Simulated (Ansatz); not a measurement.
BaS (started from an entry of an open crystallographic database) (r2SCAN geometry), in Ansatz:

```cif
data_structure
_symmetry_space_group_name_H-M 'Fm-3m'
_symmetry_Int_Tables_number 225
_cell_length_a 6.4238
_cell_length_b 6.4238
_cell_length_c 6.4238
_cell_angle_alpha 90.000
_cell_angle_beta 90.000
_cell_angle_gamma 90.000
_cell_volume 265.08
loop_
_atom_site_label
_atom_site_type_symbol
_atom_site_symmetry_multiplicity
_atom_site_Wyckoff_symbol
_atom_site_fract_x
_atom_site_fract_y
_atom_site_fract_z
_atom_site_occupancy
Ba1 Ba 4 a 0.00000 0.00000 0.00000 1
S1 S 4 b 0.50000 0.00000 0.00000 1
```

G0W0@PBE with 249 empty bands, a screening cutoff of 140 eV and a 4×4×4 mesh (PAW, contour deformation) gives 3.457 eV over the mesh points, from a PBE gap of 2.226 eV; it sums over 257 bands with 259 plane waves in the screening and a wave cutoff of 420 eV. G0W0 values are finite-basis, finite-mesh values. Calculated for a static, non-magnetic cell.

Problem. Another run gave a Kohn-Sham gap of 2.226 eV and a G0W0 gap of 3.526 eV, summing over 465 bands with 459 plane waves in the screening and a wave cutoff of 420 eV. What was changed?

Solution. Empty bands 457, screening cutoff 210 eV. The counts of bands and plane waves show it.

Problem. Estimate the gap with starting point r2SCAN.

Solution. 3.687 eV (+0.230 eV), from a Kohn-Sham gap of 2.574 eV.

Problem. Estimate the gap with empty bands 107, screening cutoff 80 eV.

Solution. 3.313 eV (-0.144 eV), from a Kohn-Sham gap of 2.226 eV.

Problem. Estimate the gap with frequency model Godby-Needs pole.

Solution. 3.418 eV (-0.039 eV), from a Kohn-Sham gap of 2.226 eV.

Spin-orbit coupling is left out.
